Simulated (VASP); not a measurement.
# MnO₂, self-consistent run: which settings are enough?

MnO₂, P6_3/mmc (no. 194), 6 atoms in the cell. PBE with TS; PAW potentials Mn_pv, O (PBE set). VASP 6.6.1.

Wanted: energy within 2 meV/atom; pressure within 0.1 GPa.

POSCAR:
```
MnO2
1.0
    2.8549554371      0.0000000000      0.0000000000
   -1.4274777185      2.4724639352      0.0000000000
    0.0000000000      0.0000000000     10.2217427273
Mn O
2 4
Direct
    0.0000000000      0.0000000000      0.5000000000
    0.0000000000      0.0000000000      0.0000000000
    0.6666666667      0.3333333333      0.4068564500
    0.6666666667      0.3333333333      0.0931435500
    0.3333333333      0.6666666667      0.5931435500
    0.3333333333      0.6666666667      0.9068564500
```

## Self-consistent screening

| Self-consistent screening | Energy less reference (meV/atom) | Pressure (GPa) | SCF iterations | Time (s) |
|---|---|---|---|---|
| default | 0.0 | 2.72 | 20 | 107 |
| SCSRAD = 30 | -1.9 | 2.69 | 20 | 94 |
| SCSRAD = 60 | -0.3 | 2.72 | 20 | 104 |
| LSCALER0 = F | 62.5 | 4.29 | 20 | 111 |

Chosen: default; no other choice that stays within half of the tolerance saves 30 % of the time.

## The input

INCAR:
```
SYSTEM = MnO2
PREC = Accurate
ENCUT = 520
EDIFF = 1E-7
ISMEAR = 0
SIGMA = 0.02
LREAL = .FALSE.
LASPH = .TRUE.
ALGO = Normal
NELM = 100
ISIF = 2
LWAVE = .FALSE.
LCHARG = .FALSE.
ISPIN = 2
MAGMOM = 4 4 0 0 0 0
LORBIT = 11
LMAXMIX = 4
IVDW = 2
LVDWSCS = .TRUE.
```

KPOINTS:
```
k-points
0
Gamma
  8 8 2
```

Commands:
```
cat potpaw_PBE.64/Mn_pv/POTCAR potpaw_PBE.64/O/POTCAR > POTCAR
mpirun -np 1 vasp_std > vasp.out
```

The chosen input took VASP 6.6.1 107 s on 1 core (Intel Xeon Platinum 8488C (Sapphire Rapids)), a shared host.
